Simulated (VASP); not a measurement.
# A VASP 6.6.1 single-point calculation on NaCl

INCAR

```
ISIF = 2
EDIFF = 1E-7
LREAL = .TRUE.
NELM = 74
LASPH = .TRUE.
NBANDS = 14
METAGGA = R2SCAN
IBRION = -1
LWAVE = .FALSE.
PREC = Single
LCHARG = .FALSE.
ALGO = Normal
ISMEAR = 0
SIGMA = 0.01
NSW = 0
ENCUT = 520
```

KPOINTS

```
KPOINTS created by Atomic Simulation Environment
0
Gamma
8 8 8
0 0 0
```

POSCAR

```
Na Cl
 1.0000000000000000
     3.5609105586999998    0.0000000000000000    0.0000000000000000
     0.0000000000000000    3.5609105586999998    0.0000000000000000
     0.0000000000000000    0.0000000000000000    3.5609105586999998
 Na  Cl
   1   1
Cartesian
  0.0000000000000000  0.0000000000000000  0.0000000000000000
  1.7804552793499999  1.7804552793499999  1.7804552793499999
```

The recommended PBE PAW datasets give the neutral cell 14 valence electrons.

Command

```
mpirun -np 1 vasp_std
```

OSZICAR

```
N       E                     dE             d eps       ncg     rms          rms(c)
DAV:   1     0.944318259215E+02    0.94432E+02   -0.72677E+03   980   0.102E+03
DAV:   2    -0.687288126051E+01   -0.10130E+03   -0.92006E+02  1084   0.275E+02
DAV:   3    -0.155676116588E+02   -0.86947E+01   -0.86268E+01  1274   0.739E+01
DAV:   4    -0.157193758664E+02   -0.15176E+00   -0.15171E+00  1112   0.104E+01
DAV:   5    -0.157225669287E+02   -0.31911E-02   -0.31909E-02  1296   0.154E+00    0.238E+00
DAV:   6    -0.134683294805E+02    0.22542E+01   -0.54601E-01  1004   0.736E+00    0.235E+00
DAV:   7    -0.134302735345E+02    0.38056E-01   -0.17280E-01  1202   0.270E+00    0.118E+00
DAV:   8    -0.134327079260E+02   -0.24344E-02   -0.89274E-03  1082   0.652E-01    0.481E-01
DAV:   9    -0.134333221025E+02   -0.61418E-03   -0.45182E-03   998   0.592E-01    0.181E-01
DAV:  10    -0.134333385008E+02   -0.16398E-04   -0.15006E-04  1274   0.114E-01    0.172E-01
...
DAV:  15    -0.134334744296E+02    0.20981E-05   -0.42044E-07  1166   0.589E-03    0.102E-01
DAV:  16    -0.134334707424E+02    0.36872E-05   -0.48940E-07  1130   0.587E-03    0.906E-02
DAV:  17    -0.134334583931E+02    0.12349E-04   -0.56114E-06  1142   0.203E-02    0.540E-02
DAV:  18    -0.134334489304E+02    0.94628E-05   -0.40726E-06  1148   0.174E-02    0.241E-02
DAV:  19    -0.134334442615E+02    0.46689E-05   -0.11267E-06  1214   0.930E-03    0.883E-03
DAV:  20    -0.134334423876E+02    0.18738E-05   -0.20983E-07  1214   0.398E-03    0.249E-03
DAV:  21    -0.134334418317E+02    0.55597E-06   -0.20474E-08   568   0.136E-03    0.536E-04
DAV:  22    -0.134334416913E+02    0.14036E-06   -0.35923E-09   562   0.550E-04    0.133E-04
DAV:  23    -0.134334417122E+02   -0.20924E-07   -0.60361E-10   556   0.267E-04
   1 F= -.13433442E+02 E0= -.13433442E+02  d E =-.203362E-87
```

From OUTCAR

```
k-points           NKPTS =     35   k-points in BZ     NKDIM =     35   number of bands    NBANDS=     14

   NELECT =      14.0000    total number of electrons

   dimension x,y,z NGX =    28 NGY =   28 NGZ =   28
   dimension x,y,z NGXF=    28 NGYF=   28 NGZF=   28

  energy-cutoff  :      520.00
  volume of cell :       45.15
      direct lattice vectors                 reciprocal lattice vectors
     3.560910559  0.000000000  0.000000000     0.280827048  0.000000000  0.000000000
     0.000000000  3.560910559  0.000000000     0.000000000  0.280827048  0.000000000
     0.000000000  0.000000000  3.560910559     0.000000000  0.000000000  0.280827048

 k-points in reciprocal lattice and weights: KPOINTS created by Atomic Simulation Env
   0.00000000  0.00000000  0.00000000       0.002
   0.12500000  0.00000000  0.00000000       0.012
   0.25000000  0.00000000  0.00000000       0.012
   0.37500000  0.00000000  0.00000000       0.012
   0.50000000  0.00000000  0.00000000       0.006
   0.12500000  0.12500000  0.00000000       0.023
   0.25000000  0.12500000  0.00000000       0.047
   0.37500000  0.12500000  0.00000000       0.047
   ...

 E-fermi :  -0.1564

 k-point     1 :       0.0000    0.0000    0.0000
  band No.  band energies     occupation
      1     -23.1710      2.00000
      2     -23.1710      2.00000
      3     -23.1710      2.00000
      4     -14.0874      2.00000
      5      -0.7594      2.00000
      6      -0.7594      2.00000
      7      -0.7594      2.00000
      8       4.3529      0.00000
      9       8.9329      0.00000
     10       8.9329      0.00000
     11      16.1732      0.00000
     12      16.1732      0.00000
     13      16.1733      0.00000
     14      16.2019      0.00000

 k-point     2 :       0.1250    0.0000    0.0000
  band No.  band energies     occupation
      1     -23.1755      2.00000
      2     -23.1706      2.00000
      3     -23.1706      2.00000
      4     -14.0435      2.00000
      5      -1.1998      2.00000
      6      -0.7285      2.00000
      7      -0.7285      2.00000
      8       4.7728      0.00000
      9       9.1068      0.00000
     10       9.2392      0.00000
     11      14.7225      0.00000
     12      14.7225      0.00000
     13      15.7448      0.00000
     14      16.3231      0.00000

 k-point     3 :       0.2500    0.0000    0.0000
  band No.  band energies     occupation
      1     -23.1865      2.00000
      2     -23.1696      2.00000
      3     -23.1696      2.00000
      4     -13.9342      2.00000
      5      -2.0629      2.00000
      6      -0.6518      2.00000
      7      -0.6518      2.00000
      8       5.6606      0.00000
      9       9.6173      0.00000
     10       9.6784      0.00000
     11      13.4111      0.00000
     12      13.4111      0.00000
     13      15.5725      0.00000
     14      15.8651      0.00000

 k-point     4 :       0.3750    0.0000    0.0000
  band No.  band energies     occupation
      1     -23.1974      2.00000
      2     -23.1686      2.00000
      3     -23.1686      2.00000
      4     -13.8196      2.00000
      5      -2.7700      2.00000
      6      -0.5724      2.00000
      7      -0.5724      2.00000
      8       6.6342      0.00000
      9       9.3781      0.00000
     10      10.3963      0.00000
     11      12.5298      0.00000
     12      12.5298      0.00000
     13      14.0332      0.00000
     14      16.9591      0.00000

 ...

  Total       -0.6250914     -0.6250914     -0.6250914     -0.0000000     -0.0000000      0.0000000
  in kB      -22.1804793    -22.1804793    -22.1804793     -0.0000000     -0.0000000      0.0000000
  external PRESSURE =     -22.1804793 kB  Pullay stress =       0.0000000 kB

 POSITION                                       TOTAL-FORCE (eV/Angst)
 -----------------------------------------------------------------------------------
      0.00000      0.00000      0.00000         0.000000      0.000000      0.000000
      1.78046      1.78046      1.78046         0.000000      0.000000      0.000000
 -----------------------------------------------------------------------------------
    total drift:                               -0.000000     -0.000000     -0.000000

  FREE ENERGIE OF THE ION-ELECTRON SYSTEM (eV)
  ---------------------------------------------------
  free  energy   TOTEN  =       -13.4334417122 eV

  energy  without entropy=      -13.4334417122  energy(sigma->0) =      -13.43344171
```

It converged. Results: gap between bands v and c on the k mesh 4.65 eV; least direct gap on the k mesh 5.11 eV; pressure -2.2 GPa. Band v is the last that the valence electrons fill when counted band by band, and c is the next.

For comparison, a separate r²SCAN run of the intended cell, on usual settings and not on those above, gives a gap of 4.64 eV on its mesh and a pressure of -2.3 GPa.

The run above took about 1.7 min on one core of a shared host (Intel Xeon Platinum 8488C) and held 0.12 GiB at most.
